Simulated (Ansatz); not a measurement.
Given:

Generalised stacking fault of NaBr (rock salt) on the {110} plane. The cell below holds the perfect crystal with the plane normal along z; tilting its third vector by the shift puts one fault into each cell, between planes 2.13 Å apart, at fixed cell height.

```
CELL_PARAMETERS angstrom
      4.26808     0.00000     0.00000
      0.00000     6.03598     0.00000
      2.13404     3.01799     6.40212
ATOMIC_POSITIONS crystal
  Br 0.00000 0.00000 0.83333
  Br 0.33333 0.33333 0.16667
  Br 0.66667 0.66667 0.50000
  Na 0.00000 0.50000 0.83333
  Na 0.33333 0.83333 0.16667
  Na 0.66667 0.16667 0.50000
```

In-plane vectors a = (4.268, 0.000) Å, b = (0.000, 6.036) Å, area 25.76 Å². The shift is s times the vector a (length 4.268 Å), so s = 1 restores the start. Atoms relax along the normal only. γ = [E(shift) − E(0)] / area.

These are PBE (plane waves to 420 eV, PAW, scalar-relativistic; Ansatz, a quantum-chemistry and plane-wave program) values and carry that method's errors. k mesh 7×7×7 (Γ-centred), Fermi-Dirac smearing 0.05 eV. E is the zero-smearing estimate. Some relaxations began with atoms very close together and may have settled on another branch. Faults lie only 6.4 Å apart, and holding the cell height raises γ above its relaxed value. NaBr was relaxed with its symmetry unable to fall. The zero of γ is zero shift.

The scan covers s from 0.000 to 0.917 in 12 points.

Q: At which s is γ highest?

A: s = 0.500.

Q: Does γ have a local minimum between the ends of the line, and at which s?

A: No computed point is one.

Q: What is the highest γ among twelve even steps of s?

A: 266 mJ/m².

(The slope of γ gives the shear force per area between the displaced halves; near zero shift its curvature is an elastic stiffness.)
